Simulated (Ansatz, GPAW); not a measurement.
# hexatriene-1,6-dithiol between two Al chains: relaxation, then transmission at several levels

Wanted: T(E) of hexatriene-1,6-dithiol between two Al chains at a relaxed geometry in two programs, beside the unrelaxed structure.

Program: GPAW 26.7.0 and Ansatz 0.2.0. Level of theory: Ansatz plane waves; relaxation of the junction with the lead ends held, in the first sound run; inputs show where later runs differ. Results are calculated unless marked as measured.

Report form: the programs' logs are mostly left out.

### 1. Starting point

The cell holds 28 atoms: 14 Al, 2 S, 6 C and 6 H. Its edges and angles: a = 12.067 Å, b = 9.000 Å, c = 41.553 Å, α = 90.0°, β = 90.0°, γ = 90.0°. Regions: left lead, 7 atoms (7 Al); channel, 14 atoms (2 S, 6 C and 6 H); right lead, 7 atoms (7 Al). Vacuum lies along a and b. The structure is stacked along c, and the current runs across the ab planes.

### 2. Relaxation

Transmission follows bond lengths closely, so the atoms between the held lead ends are relaxed first, from a slightly shaken start that lets symmetry break.

input.yaml reads:

```yaml
crystal:
  lattice:
    - [12.0667901534, 0.0, 0.0]
    - [0.0, 9.0, 0.0]
    - [0.0, 0.0, 41.553383848]
  atoms:
    - { symbol: Al, position: [0.5, 0.5, 0.0288785145] }
    - { symbol: Al, position: [0.5, 0.5, 0.0866355436] }
    - { symbol: Al, position: [0.5, 0.5, 0.1443925727] }
    - { symbol: Al, position: [0.5, 0.5, 0.2021496018] }
    - { symbol: Al, position: [0.5, 0.5, 0.2599066309] }
    - { symbol: Al, position: [0.4969995762, 0.5004378597, 0.3174968887] }
    - { symbol: Al, position: [0.4986967165, 0.5009711253, 0.3760909448] }
    - { symbol: S, position: [0.3384768833, 0.4960618289, 0.400286641] }
[... 16 atom lines left out ...]
    - { symbol: Al, position: [0.5, 0.5, 0.7978503982] }
    - { symbol: Al, position: [0.5, 0.5, 0.8556074273] }
    - { symbol: Al, position: [0.5, 0.5, 0.9133644564] }
    - { symbol: Al, position: [0.5, 0.5, 0.9711214855] }
kpoints:
  mp_grid: { grid: [1, 1, 2] }
hamiltonian:
  xc: pbe
scf:
  occupations: { method: fermi_dirac, width: 0.1 }
relax:
  f_tol: 0.03
  max_steps: 80
  constraints: [{ sites: [0, 1, 2, 3, 4, 23, 24, 25, 26, 27] }]
```

Command:

```bash
$ ansatz run input.yaml --threads 4 --pin off --max-ram 8192MiB --backend cpu --events-out ev --progress --plain --runs-dir out
```

Wall time 84 s (4 threads of Intel Xeon 6975P-C (Granite Rapids), shared host); peak memory 4.4 GiB; 5.2 min of CPU time.

The steps of the relaxation:

```csv
step,energy less that of the first step (eV),largest force component (eV/Å)
1,0.0000,6.4041
2,-0.8054,2.5321
3,-1.1755,0.4337
4,-1.3328,0.3133
5,-1.4133,0.1960
6,-1.4707,0.0635
7,-1.5149,0.1174
8,-1.5513,0.1466
9,-1.5723,0.1344
10,-1.5799,0.0523
11,-1.5760,0.2907
12,-1.5809,0.0179
13,-1.5814,0.0077
```

Relaxation step 11 was tried and not accepted.

The atoms that moved most (Å):

```csv
atom,dx,dy,dz,length
Al23,1.525,-0.017,0.372,1.570
Al6,-1.471,0.003,-0.318,1.506
Al22,0.729,-0.006,0.292,0.785
Al7,-0.691,-0.004,-0.261,0.739
S8,-0.527,0.035,0.129,0.543
S21,0.478,0.015,-0.167,0.507
H18,0.107,-0.005,-0.219,0.244
C20,0.194,-0.036,-0.123,0.232
```

Numbers from this step:

| Quantity | Value |
| --- | --- |
| free energy | -10904.5486 eV |
| smearing term TS | 0.6317 eV |
| symmetry operations | 1 |

The relaxation lowered the energy of the cell by 1.58 eV.

### 3. Plane-wave reference (PBE)

A plane-wave run comes first: its basis does not favour the atoms, so it serves as the reference for the orbital bases.

This step: Ansatz plane waves; Landauer transmission by layers, zero bias (Ansatz 0.2.0).

input.yaml reads:

```yaml
crystal:
  lattice:
    - [12.0667901534, 0.0, 0.0]
    - [0.0, 9.0, 0.0]
    - [0.0, 0.0, 41.553383848]
  atoms:
    - { symbol: Al, position: [0.5, 0.5, 0.0288785145] }
    - { symbol: Al, position: [0.5, 0.5, 0.0866355436] }
    - { symbol: Al, position: [0.5, 0.5, 0.1443925727] }
    - { symbol: Al, position: [0.5, 0.5, 0.2021496018] }
    - { symbol: Al, position: [0.5, 0.5, 0.2599066309] }
    - { symbol: Al, position: [0.3750582459, 0.5007986862, 0.309833607] }
    - { symbol: Al, position: [0.4414390319, 0.5004921432, 0.3697978597] }
    - { symbol: S, position: [0.2948374813, 0.4999266661, 0.4033825093] }
[... 16 atom lines left out ...]
    - { symbol: Al, position: [0.5, 0.5, 0.7978503982] }
    - { symbol: Al, position: [0.5, 0.5, 0.8556074273] }
    - { symbol: Al, position: [0.5, 0.5, 0.9133644564] }
    - { symbol: Al, position: [0.5, 0.5, 0.9711214855] }
kpoints:
  mp_grid: { grid: [1, 1, 2] }
hamiltonian:
  xc: pbe
scf:
  occupations: { method: fermi_dirac, width: 0.1 }
output:
  transmission:
    leads: [[0, 1]]
    e_range: [-2, 2]
    de: 0.025
    kmesh: [1, 1]
    reduced_basis: true
  write_potential: true
  write_density: true
  volumetric_format: npy
  elf: true
```

It took 85 s on 4 threads; peak memory 4.4 GiB; 2.8 min of CPU time.

Numbers from this step:

```
free energy                                             : -10904.5489 eV
lead level                                              : 0 eV from the Fermi level
transmission at the Fermi level (one spin)              : 0.02929
open channels of the lead at the Fermi level (one spin) : 2
step of the potential along the lead                    : 3.4 meV
offset of the lead                                      : 0 Å
filling of the lead less its bulk value, in size        : 10.9 meV
conductance                                             : 0.02899 G₀
```

One spin. The transmission, zone mean by energy, zero at the Fermi level:

```csv
energy (eV),"transmission, zone mean"
-2.000,2.7e-5
-1.800,4.3e-5
-1.600,9.0e-5
-1.400,2.9e-5
-1.200,0
-1.000,0
-0.800,0
-0.600,0
-0.400,0
-0.200,0.0113
0.000,0.0293
0.200,0.0402
0.400,0.0624
0.600,0.0972
0.800,0.128
1.000,0.155
1.200,0.207
1.400,0.343
1.600,0.678
1.800,1
2.000,0.796
```

One spin. Open channels, zone mean against energy, zero at the Fermi level:

```csv
energy (eV),"open channels, zone mean"
-2.000,1
-1.900,1
-1.800,1
-1.700,1
-1.600,1
-1.500,1
-1.400,1
-1.300,1
-1.200,0
-1.100,0
-1.000,0
-0.900,0
-0.800,0
-0.700,0
-0.600,0
-0.500,0
-0.400,0
-0.300,2
-0.200,2
-0.100,2
0.000,2
0.100,2
0.200,2
0.300,2
0.400,2
0.500,2
0.600,2
0.700,2
0.800,2
0.900,2
1.000,3
1.100,3
1.200,3
1.300,3
1.400,3
1.500,3
1.600,3
1.700,3
1.800,3
1.900,3
2.000,3
```

Crystal 0, spin -, k parallel (0, 0); distinct values, listed up to 1.5 1/Å. Im kz of the slowest decaying states against energy, zero at the Fermi level:

```csv
energy (eV),decay 1 (Å⁻¹),decay 2 (Å⁻¹),decay 3 (Å⁻¹),decay 4 (Å⁻¹)
-2.000,0.671,0.674,1.16,1.26
-1.800,0.627,0.630,1.14,1.24
-1.600,0.581,0.584,1.12,1.22
-1.400,0.530,0.534,1.10,1.20
-1.200,0.0340,0.474,0.478,1.07
-1.000,0.0781,0.411,0.415,1.05
-0.800,0.0993,0.336,0.341,1.02
-0.600,0.112,0.238,0.245,0.995
-0.400,0.0154,0.0605,0.119,0.968
-0.200,0.121,0.941,1.06,1.12
0.000,0.119,0.913,1.03,1.10
0.200,0.113,0.884,1.01,1.08
0.400,0.102,0.853,0.982,1.05
0.600,0.0840,0.822,0.955,1.03
0.800,0.0541,0.789,0.927,1.00
1.000,0.755,0.898,0.974,0.976
1.200,0.719,0.868,0.947,0.948
1.400,0.682,0.838,0.919,0.920
1.600,0.642,0.806,0.890,0.890
1.800,0.599,0.772,0.860,0.860
2.000,0.553,0.738,0.828,0.829
```

Crystal 0, spin -, k parallel (0, 0). The Re kz of states that move upwards by energy, zero at the Fermi level:

```csv
energy (eV),channel 1 (Å⁻¹),channel 2 (Å⁻¹),channel 3 (Å⁻¹)
-2.000,1.13,-,-
-1.900,1.15,-,-
-1.800,1.16,-,-
-1.700,1.18,-,-
-1.600,1.20,-,-
-1.500,1.22,-,-
-1.400,1.24,-,-
-1.300,1.27,-,-
-1.200,-,-,-
-1.100,-,-,-
-1.000,-,-,-
-0.900,-,-,-
-0.800,-,-,-
-0.700,-,-,-
-0.600,-,-,-
-0.500,-,-,-
-0.400,-,-,-
-0.300,0.156,0.167,-
-0.200,0.229,0.237,-
-0.100,0.284,0.290,-
0.000,0.330,0.335,-
0.100,0.370,0.375,-
0.200,0.406,0.410,-
0.300,0.440,0.443,-
0.400,0.471,0.474,-
0.500,0.500,0.503,-
0.600,0.527,0.530,-
0.700,0.553,0.556,-
0.800,0.578,0.581,-
0.900,0.602,0.605,-
1.000,-1.26,0.625,0.627
1.100,-1.24,0.647,0.649
1.200,-1.22,0.668,0.671
1.300,-1.20,0.689,0.691
1.400,-1.19,0.709,0.711
1.500,-1.17,0.729,0.731
1.600,-1.16,0.748,0.750
1.700,-1.15,0.767,0.769
1.800,-1.14,0.785,0.787
1.900,-1.12,0.803,0.804
2.000,-1.11,0.820,0.822
```

The electrostatic potential energy of an electron (with the applied field's), less the Fermi level, planar mean oscillates, so the rows of the table below give means over windows of 2.31 Å about each position, cut where the curve ends. Its first 14 maxima inside the range that stand out by 2 % of the span (Å: eV): 2.5: 3.94, 4.8: 3.94, 7.2: 3.94, 9.5: 3.89, 11.8: 3.62, 14.1: 3.90, 17.7: 3.84, 19.8: 3.79, 21.8: 3.79, 23.8: 3.84, 27.4: 3.89, 29.7: 3.63, 32.0: 3.89, 34.3: 3.94. Its first 14 minima: 1.2: 3.35, 3.6: 3.34, 6.1: 3.35, 8.4: 3.33, 10.8: 3.26, 12.8: 3.27, 16.6: 3.15, 18.6: 2.83, 20.8: 2.83, 22.9: 2.83, 25.0: 3.15, 28.7: 3.27, 30.7: 3.26, 33.2: 3.33.

The electrostatic potential energy of an electron (with the applied field's), less the Fermi level, planar mean by z; means over each step:

z (Å), electrostatic potential energy of an electron (with the applied field's), less the Fermi level, planar mean (eV) and a bar from the least value:
```
     1.16       3.59 ##############################
     3.46       3.59 ##############################
     5.77       3.59 ##############################
     8.08       3.58 #############################
    10.39       3.51 ########################
    12.70       3.45 ###################
    15.01       3.51 ########################
    17.32       3.37 ##############
    19.63       3.18 
    21.94       3.18 
    24.25       3.38 ##############
    26.56       3.52 ########################
    28.87       3.44 ###################
    31.18       3.52 ########################
    33.49       3.58 #############################
    35.80       3.59 ##############################
    38.11       3.59 ##############################
    40.42       3.57 ############################
```

The valence density, planar mean oscillates, so the rows of the table below give means over windows of 1 Å about each position, cut where the curve ends. Its first 14 maxima inside the range that stand out by 2 % of the span (Å: e/Å³): 2.3: 0.0131, 4.6: 0.0131, 7.1: 0.0132, 9.4: 0.0132, 11.8: 0.0152, 16.4: 0.0405, 18.8: 0.0661, 20.8: 0.0662, 22.8: 0.0662, 25.1: 0.0405, 29.7: 0.0152, 32.2: 0.0132, 34.5: 0.0132, 36.9: 0.0131. Its first 14 minima: 1.2: 0.00942, 3.6: 0.00940, 5.9: 0.00946, 8.4: 0.00955, 10.7: 0.0101, 13.1: 0.0104, 17.6: 0.0242, 19.8: 0.0277, 21.8: 0.0277, 24.0: 0.0242, 28.4: 0.0104, 30.9: 0.0101, 33.2: 0.00955, 35.6: 0.00946.

Valence density, planar mean against z; means over each step:

```csv
z (Å),"valence density, planar mean (e/Å³)"
0,0.0129
1,0.0103
2,0.0122
3,0.0115
4,0.0109
5,0.0127
6,0.0101
7,0.0128
8,0.0108
9,0.0118
10,0.0120
11,0.0116
12,0.0144
13,0.0110
14,0.0115
15,0.0118
16,0.0279
17,0.0341
18,0.0353
19,0.0540
20,0.0364
21,0.0545
22,0.0359
23,0.0552
24,0.0280
25,0.0372
26,0.0169
27,0.0116
28,0.0112
29,0.0122
30,0.0140
31,0.0108
32,0.0128
33,0.0104
34,0.0123
35,0.0115
36,0.0109
37,0.0127
38,0.0100
39,0.0128
40,0.0107
41,0.0116
```

Valence density in the ca plane at fractional y = 0.496, with atoms of Al and S and C and H within 0.2 Å of it. It is the smooth field of the valence electrons, not physical close to the nuclei.

Values in e/Å³, 13 rows by 16 columns, each cell a mean:
```
0.0 0.0 0.0 0.0 0.0 0.0 0.0 0.0 0.0 0.0 0.0 0.0 0.0 0.0 0.0 0.0
0.0 0.0 0.0 0.0 0.0 0.0 0.0 0.0 0.0 0.0 0.0 0.0 0.0 0.0 0.0 0.0
0.0 0.0 0.0 0.0 0.0 0.0 0.0 0.0 0.0 0.0 0.0 0.0 0.0 0.0 0.2 0.1
0.0 0.0 0.0 0.0 0.0 0.0 0.0 0.0 0.0 0.0 0.0 0.0 0.0 0.1 1.1 0.9
0.0 0.0 0.0 0.0 0.0 0.0 0.0 0.0 0.0 0.0 0.0 0.0 0.7 0.3 1.1 1.4
0.1 0.2 0.2 0.1 0.1 0.0 0.0 0.1 0.0 0.0 0.2 0.1 1.0 1.6 1.8 0.7
0.1 0.3 0.2 0.2 0.2 0.1 0.2 0.2 0.1 0.1 1.2 0.9 1.5 1.0 0.7 0.8
0.1 0.1 0.1 0.2 0.2 0.2 0.3 0.1 0.3 0.2 1.2 1.5 1.5 0.7 0.1 0.1
0.0 0.0 0.0 0.1 0.1 0.2 0.2 0.2 0.9 0.9 1.7 0.6 0.3 0.4 0.0 0.0
0.0 0.0 0.0 0.0 0.1 0.1 0.0 0.1 0.8 0.8 0.8 0.8 0.0 0.0 0.0 0.0
0.0 0.0 0.0 0.0 0.0 0.0 0.0 0.0 0.2 0.1 0.0 0.1 0.0 0.0 0.0 0.0
0.0 0.0 0.0 0.0 0.0 0.0 0.0 0.0 0.0 0.0 0.0 0.0 0.0 0.0 0.0 0.0
0.0 0.0 0.0 0.0 0.0 0.0 0.0 0.0 0.0 0.0 0.0 0.0 0.0 0.0 0.0 0.0
```
Columns run along c (16.0 Å, from fractional 0.19 to 0.58 of the cell), rows up along a (12.1 Å). Atoms in or near the plane, at fractional coordinates: Al at (0.20, 0.50), Al at (0.26, 0.50), Al at (0.31, 0.38), Al at (0.37, 0.44), S at (0.40, 0.29), C at (0.44, 0.33), H at (0.44, 0.51), H at (0.46, 0.26), C at (0.46, 0.43), C at (0.49, 0.45), H at (0.49, 0.62), H at (0.51, 0.37), C at (0.51, 0.55), C at (0.54, 0.56) and more.

Electrostatic potential energy in the ca plane at fractional y = 0.496, with atoms of Al and S and C and H within 0.2 Å of it. With pseudopotentials it is smooth inside the atoms' cores, unlike the true potential.

Values in eV, 13 rows by 16 columns, each cell a mean:
```
  1   1   1   1   1   1   1   1   1   1   1   1   1   1   1   1
  1   1   1   1   1   1   1   1   1   1   1   1   0   1   1   1
  1   1   1   1   1   1   1   1   1   1   1   0  -2  -2  -2  -5
  1   1   1   1   1   1   1   1   1   1   0   0 -10 -26 -22 -36
  0  -1   0   1   1   1   1   1   0   0  -8 -12  -6 -36 -19 -24
 -6 -15  -5   1   1  -1  -2   0  -2  -2  -5 -35 -31 -29  -2  -7
-13 -14 -11  -4  -3 -14 -15  -2 -10 -25 -18 -30  -9 -24  -3  -4
 -4 -11 -10 -17 -11 -16 -16  -4  -6 -36 -25 -27  -2  -1   0   0
  0  -1  -8 -16  -9  -5 -15 -30 -28 -29  -2 -12  -2   0   1   1
  1   1  -1  -4  -1   0 -13 -33 -12 -24  -3   0   0   1   1   1
  1   1   1   1   1   1   0  -1   0  -1   0   0   1   1   1   1
  1   1   1   1   1   1   1   1   1   1   1   1   1   1   1   1
  1   1   1   1   1   1   1   1   1   1   1   1   1   1   1   1
```
Columns run along c (16.0 Å, from fractional 0.23 to 0.62 of the cell; values clipped at the 3rd and 97th percentile), rows up along a (12.1 Å). Atoms in or near the plane, at fractional coordinates: Al at (0.26, 0.50), Al at (0.31, 0.38), Al at (0.37, 0.44), S at (0.40, 0.29), C at (0.44, 0.33), H at (0.44, 0.51), H at (0.46, 0.26), C at (0.46, 0.43), C at (0.49, 0.45), H at (0.49, 0.62), H at (0.51, 0.37), C at (0.51, 0.55), C at (0.54, 0.56), H at (0.54, 0.74) and more.

ELF in the ca plane at fractional y = 0.496, with atoms of Al and S and C and H within 0.2 Å of it. It is the smooth field of the valence electrons, not physical close to the nuclei.

Values in units of 1e-1, 13 rows by 16 columns, each cell a mean:
```
0.0 0.0 0.0 0.0 0.0 0.0 0.0 0.0 0.0 0.0 0.0 0.0 0.0 0.1 0.5 0.2
0.0 0.0 0.0 0.0 0.0 0.0 0.0 0.0 0.0 0.0 0.1 2.1 0.6 0.9 4.5 1.9
0.2 0.2 0.1 0.0 0.2 0.4 0.1 0.0 0.0 0.1 0.3 8.0 6.6 2.8 8.8 5.5
1.4 1.6 0.5 0.2 2.3 4.0 0.6 0.0 0.2 5.3 2.5 6.0 8.6 6.3 4.6 6.1
5.5 6.2 2.3 1.4 7.4 8.6 2.0 0.4 0.4 8.0 8.8 2.6 5.7 6.2 6.7 6.7
5.9 8.7 4.1 3.9 9.5 9.7 3.5 5.2 5.8 3.2 5.9 7.0 5.1 2.7 4.4 3.7
2.6 8.5 5.5 6.4 7.9 7.0 3.6 6.1 8.4 5.2 6.6 4.0 8.9 6.6 3.8 8.3
5.2 9.1 3.7 8.2 5.8 4.2 5.1 2.9 5.5 6.5 7.1 4.2 4.3 4.1 3.3 9.6
3.4 7.8 5.5 8.5 4.5 6.7 5.7 6.8 5.4 2.3 8.1 8.3 0.3 0.1 1.7 8.0
1.7 7.4 9.5 8.5 1.4 6.2 6.0 5.5 9.1 7.0 1.4 3.8 0.2 0.0 0.4 2.9
0.6 4.5 7.5 4.4 0.2 4.9 8.3 2.4 5.2 7.4 0.3 0.0 0.0 0.0 0.0 0.2
0.1 1.1 2.4 0.6 0.0 1.3 3.3 0.6 0.2 1.1 0.1 0.0 0.0 0.0 0.0 0.0
0.0 0.1 0.2 0.0 0.0 0.1 0.3 0.1 0.0 0.0 0.0 0.0 0.0 0.0 0.0 0.0
```
Columns run along c (16.0 Å, from fractional 0.25 to 0.64 of the cell), rows up along a (12.1 Å). Atoms in or near the plane, at fractional coordinates: Al at (0.26, 0.50), Al at (0.31, 0.38), Al at (0.37, 0.44), S at (0.40, 0.29), C at (0.44, 0.33), H at (0.44, 0.51), H at (0.46, 0.26), C at (0.46, 0.43), C at (0.49, 0.45), H at (0.49, 0.62), H at (0.51, 0.37), C at (0.51, 0.55), C at (0.54, 0.56), H at (0.54, 0.74) and more.

T at the Fermi level is 0.0293 of 2 open channels a spin.

(Part 1 of 2 ends here.)

[Logs are printed without paths, hosts, clocks, repeated set-up lines and the standing remarks that a program may print on its own settings, such as how far it seeks lower states.]

[Hosts, paths, dates, database ids (printed as entryN), source tags and the programs' standing remarks are cut or masked in the printed files.]
